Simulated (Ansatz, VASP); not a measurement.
**One calculation of Ge5H, two programs**

```xyz
12
Lattice="3.9753 0.0000 0.0000 -1.9876 3.4427 0.0000 0.0000 0.0000 30.9546" Properties=species:S:1:pos:R:3 pbc="T T T"
Ge    0.0000    0.0000    8.6360
Ge    1.9876    1.1476    9.4084
Ge    1.9876    1.1476   11.8323
Ge    0.0000    2.2951   12.6415
Ge    0.0000    2.2951   15.0726
Ge    3.9753    0.0000   15.8820
Ge    0.0000    0.0000   18.3131
Ge    1.9876    1.1476   19.1223
Ge    1.9876    1.1476   21.5462
Ge    0.0000    2.2951   22.3186
H     0.0000    2.2951   23.8669
H     0.0000    0.0000    7.0877
```

Alike in both runs: functional LDA; k mesh 9 × 9 × 1; occupations gaussian, width 0.03 eV; no spin polarisation.

Ansatz relaxed the structure, and its values are those at the end. VASP's run is a single point on that final structure, the one shown.

|  | VASP | Ansatz |
| --- | --- | --- |
| version | VASP 6.6.1 | Ansatz 0.2.0 |
| potentials or method | VASP PAW LDA potentials, release 64 (Ge_d, H) | scalar-relativistic, plane waves, PAW |
| plane-wave cutoff (eV) | 520 | 420 |
| valence electrons in the cell | 142 | 142 |

VASP gave:

```
gap on the k mesh at the Fermi level (eV) : 0.30
least direct gap on the mesh (eV)         : 0.30
rms of the force components (eV/Å)        : 0.004
```

Problem. Which values does Ansatz return?

Solution. gap on the k mesh at the Fermi level (eV): 0.28; least direct gap on the mesh (eV): 0.28; rms of the force components (eV/Å): 0.001.

Ansatz warned: «structure_snapped_to_symmetry».

A hybrid or GW would open this gap; LDA tends to underestimate it.
